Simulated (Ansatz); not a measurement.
SrCl2 built on the 3R-MoS2 prototype (r2SCAN+rVV10 geometry), in Ansatz:

```cif
data_structure
_symmetry_space_group_name_H-M 'R3m:H'
_symmetry_Int_Tables_number 160
_cell_length_a 4.1715
_cell_length_b 4.1715
_cell_length_c 18.4051
_cell_angle_alpha 90.000
_cell_angle_beta 90.000
_cell_angle_gamma 120.000
_cell_volume 277.37
loop_
_atom_site_label
_atom_site_type_symbol
_atom_site_symmetry_multiplicity
_atom_site_Wyckoff_symbol
_atom_site_fract_x
_atom_site_fract_y
_atom_site_fract_z
_atom_site_occupancy
Sr1 Sr 3 a 0.66667 0.33333 0.33313 1
Cl1 Cl 3 a 0.33333 0.66667 0.24389 1
Cl2 Cl 3 a 0.66667 0.33333 0.08964 1
```

G0W0@PBE with 347 empty bands, a screening cutoff of 140 eV and a 4×4×4 mesh (PAW, contour deformation) gives 6.525 eV over the mesh points, from a PBE gap of 4.340 eV; it sums over 359 bands with 353 plane waves in the screening and a wave cutoff of 420 eV. G0W0 here is at a finite number of bands, screening cutoff and k mesh, not at the basis limit. These are computed values for a spin-unpolarised cell that may be hypothetical; none is a measurement.

Problem. Estimate the gap with starting point LDA.

Solution. 6.399 eV (-0.126 eV), from a Kohn-Sham gap of 3.914 eV.

Problem. Another run gave a Kohn-Sham gap of 4.865 eV and a G0W0 gap of 6.822 eV, summing over 359 bands with 353 plane waves in the screening and a wave cutoff of 500 eV. What was changed?

Solution. Starting point r2SCAN, with them a wave cutoff of 500 eV. The Kohn-Sham gap has moved while bands and screening basis stay; the higher wave cutoff is that of a meta-GGA.
